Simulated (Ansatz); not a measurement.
## BaTiO3 under changes of volume

One of the cells (12.856 Å³/atom); the others are scaled copies at fixed shape and fractional positions:

```
CELL_PARAMETERS angstrom
3.99980 0.00000 0.00000
0.00000 3.99980 0.00000
0.00000 0.00000 4.01800
ATOMIC_POSITIONS crystal
Ba 0.00000 0.00000 0.00000
Ti 0.50000 0.50000 0.49000
O 0.00000 0.50000 0.51700
O 0.50000 0.00000 0.51700
O 0.50000 0.50000 0.01900
```

* Program: Ansatz 0.2.0
* Functional: PBEsol
* Potentials or basis: all-electron LAPW, scalar-relativistic
* Cutoff: 400 eV (chosen from the basis error)
* Basis error allowed: 0.002 eV/atom
* k mesh: 7 × 7 × 7
* Occupations: fermi-dirac, width 0.05 eV
* Spin: no spin polarisation

```tsv
volume (Å³/atom)	energy over the lowest point (meV/atom)	pressure (GPa)	gap on the mesh (eV)	largest force (eV/Å)
12.085	11.08	7.6	2.02	0.127
12.342	2.31	3.4	1.97	0.097
12.599	0.00	-0.4	1.93	0.233
12.856	?	?	?	?
13.113	12.11	-6.9	1.84	0.477
13.371	25.36	-9.6	1.80	0.587
13.628	42.73	-12.0	1.75	0.690
```

Problem. What does the run at 12.856 Å³/atom give?

Solution. Energy over the lowest point 3.47 meV/atom; pressure -3.8 GPa; gap on the mesh 1.88 eV; largest force 0.359 eV/Å.

Worked out: A Birch-Murnaghan fit of order 3 (a polynomial in V^(-2/3)) to the other rows has its minimum at 12.57 Å³/atom with B0 = V·E''(V) = 178 GPa and B' = 4.6 at fixed shape and positions, which overstates the stiffness. It gives 3.47 meV/atom at 12.856 Å³/atom, against the run's 3.47, and -dE/dV = -3.8 GPa, against -3.8. A straight line through the other rows of the gap, of slope -2.21 eV per unit of ln V, gives 1.88 eV, against the run's 1.88.

Energies are extrapolated to zero smearing.

Caveats: spin-orbit coupling is left out, which moves the levels of the heavy elements; an odd mesh through Γ misses points on the zone boundary, where band edges often lie.
